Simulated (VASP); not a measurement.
Zn:

```
CELL_PARAMETERS angstrom
0.00000 1.96478 1.96478
1.96478 0.00000 1.96478
1.96478 1.96478 0.00000
ATOMIC_POSITIONS crystal
Zn 0.00000 0.00000 0.00000
```

This isn't the form of Zn at room conditions, which is hcp.

Base run:

* Program: VASP 6.6.1
* Functional: PBEsol
* Potentials or basis: VASP PAW PBE potentials, release 64 (Zn)
* Cutoff: 520 eV
* k mesh: 12 × 12 × 12
* Occupations: gaussian, width 0.1 eV
* Spin: no spin polarisation

Its results: band gap on the k mesh none (metal or under the smearing width); pressure -4.9 GPa.

**Question.** The run is repeated on the same cell with these changes: functional from PBEsol to RPBE; occupations from gaussian, width 0.1 eV to gaussian, width 0.05 eV. What comes out?

**Answer.** Band gap on the k mesh none (metal or under the smearing width); pressure 3.0 GPa.

Caveats: the PAW data sets were made with another functional, which shifts forces and pressure a little.
